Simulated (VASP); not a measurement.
Runs of VASP 6.6.1 on Si. It takes space group Fd-3m (No. 227, cubic). Conventional cell: a = 5.444 Å, b = 5.444 Å, c = 5.444 Å, α = 90.00°, β = 90.00°, γ = 90.00°. Around Si (site symmetry -43m) lie 4 Si at 2.36 Å. 

```csv
level,exchange at q = 0,share of exact exchange,screening parameter,gap on the mesh (eV),pressure (GPa)
HSE03,-,-,-,1.15,-0.3
PBE0,truncated,-,-,(b),-0.7
r2SCAN-EpsX,truncated,0.0711,-,(a),-0.5
HSE06,-,-,0.2 1/A,1.32,-0.5
```

Alike in all rows: task band structure; potentials or basis VASP PAW PBE potentials, release 64 (Si); no spin polarisation; cell as given; k mesh 6 × 6 × 6; cutoff (eV) 520; smearing gaussian 0.02 eV.

Problem. Fill in the values left out.

Solution. (a) 1.25; (b) 1.97.

Caveats: the PAW data sets were made with another functional, which shifts forces and pressure a little; the mesh misses the band edges, which the band path finds closer together.
